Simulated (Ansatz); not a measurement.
# SiC: strain energy, fitted

SiC, P6_3mc, a = 3.092 Å, c = 5.074 Å. The compound has several low-lying forms, and this is one of them. Ansatz: PBE, PAW, 420 eV, Γ-centred 12×12×6 mesh on 4 atoms, Gaussian smearing 0.02 eV; no spin polarisation. Series: biaxial strain in the a-b plane, c and atoms relaxed; x is the strain in per cent. y is the free energy over the unstrained cell, V0 = 10.503 Å³/atom.

```
x (%) y (meV/atom)
 -6.0             ?
 -4.0         66.97
 -2.0         16.03
  0.0          0.00
  2.0         14.64
  4.0         55.88
  6.0        119.89
```

Question: Fit y = c2 x² + c3 x³ to the other rows, turn c2 into a modulus, and predict the missing energy.

Answer: Least squares on the rows shown. y = 3.8418 x² − 0.085460 x³. In eV per unit strain² c2 is 38.42; M is the biaxial modulus (E = M V0 ε²): 38.42 × 160.2 / (10.503) = 586 GPa. At x = -6.0 the fit asked for gives 156.76 meV/atom. The run gave 157.20 meV/atom, so the fit is 0.44 meV/atom too low, 0.28 % of the span of the series, against an rms of 0.06 meV/atom on the fitted rows. The row lies outside the fitted range. With a term in x⁴ added, a fit to the same known rows predicts 157.31 meV/atom, so most of the miss is curvature that the known rows already hold.